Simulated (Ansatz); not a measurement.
Br (omega type), DFT, PBE, PAW with Ansatz's default frozen-core files, scalar-relativistic (Ansatz 0.2.0), on 1 thread of Arm Neoverse V1 (shared host).

Command: `ansatz run input.yaml --threads 1 --pin off --max-ram 3072MiB --backend cpu --events-out ev --progress --plain --runs-dir out`

```yaml
crystal:
  lattice:
    - [5.1078692632, 0.0, 0.0]
    - [-2.5539346316, 4.4235445412, 0.0]
    - [0.0, 0.0, 2.5135092047]
  atoms:
    - { symbol: Br, position: [0.0, 0.0, 0.0] }
    - { symbol: Br, position: [0.3333333333, 0.6666666667, 0.5] }
    - { symbol: Br, position: [0.6666666667, 0.3333333333, 0.5] }
kpoints:
  mp_grid: { grid: [8, 8, 10] }
  band_path:
    path:
      - [0.0, 0.0, 0.0]
      - [0.5, 0.0, 0.0]
      - [0.3333333333, 0.3333333333, 0.0]
      - [0.0, 0.0, 0.0]
      - [0.0, 0.0, 0.5]
      - [0.5, 0.0, 0.5]
      - [0.3333333333, 0.3333333333, 0.5]
      - [0.0, 0.0, 0.5]
      - [0.5, 0.0, 0.5]
    npoints: 8
scf:
  occupations: { method: fermi_dirac, width: 0.1 }
hamiltonian:
  xc: pbe
  pseudopotentials: { kind: paw }
output:
  forces: true
  stress: true
  eigenvalues: true
  populations: true
  dos: { projected: true, de: 0.2, e_range: [-14, 8] }
  write_density: true
  write_potential: true
  elf: true
  volumetric_format: npy
```

Q: How large is the problem that the program sets up?

A: 60 irreducible k-points, 1095 plane waves at Γ, 15 bands.

Q: About how long does it take?

A: 5.1 s of wall time for 6 SCF iterations. Times on shared machines scatter by tens of per cent.
